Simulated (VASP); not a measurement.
Crystal: ZnS.

```
Zn S
1.0
     0.00000    5.40400    5.40400
     5.40400    0.00000    5.40400
     5.40400    5.40400    0.00000
Zn S
8 8
Direct
  0.12500 0.12500 0.12500
  0.12500 0.12500 0.62500
  0.12500 0.62500 0.12500
  0.12500 0.62500 0.62500
  0.62500 0.12500 0.12500
  0.62500 0.12500 0.62500
  0.62500 0.62500 0.12500
  0.62500 0.62500 0.62500
  0.00000 0.00000 0.00000
  0.00000 0.00000 0.50000
  0.00000 0.50000 0.00000
  0.00000 0.50000 0.50000
  0.50000 0.00000 0.00000
  0.50000 0.00000 0.50000
  0.50000 0.50000 0.00000
  0.50000 0.50000 0.50000
```

| Quantity | Value |
| --- | --- |
| Program | VASP 6.6.1 |
| Task | phonon dispersion |
| Functional | LDA |
| Potentials or basis | VASP PAW LDA potentials, release 64 (Zn, S) |
| Cutoff | 520 eV |
| k mesh | 3 × 3 × 3 |
| Occupations | gaussian, width 0.03 eV |
| Spin | no spin polarisation |
| Long-range dipole term | yes |
| Supercell matrix | [2, 0, 0, 0, 2, 0, 0, 0, 2] |
| Further INCAR settings | LREAL = Auto; ALGO = Fast; EDIFF = 1e-07; IBRION = 6; POTIM = 0.015; NSW = 1 |

Is this structure dynamically stable at this level, and how far does the spectrum reach?

Yes, as far as this q mesh shows: no mode on the path is imaginary. The highest frequency is 326 cm⁻¹.

Phonon frequencies at the corners of the path (cm⁻¹, interpolated; i marks imaginary ones):
```
point              frequencies
    Γ        0 0 0 263 263 326
    X    97 97 205 293 293 310
    W  108 137 176 290 296 306
    K   93 133 184 288 295 308
    L    77 77 191 275 275 320
    U   93 133 184 288 295 308
```

A q mesh this small can miss soft modes between its points.
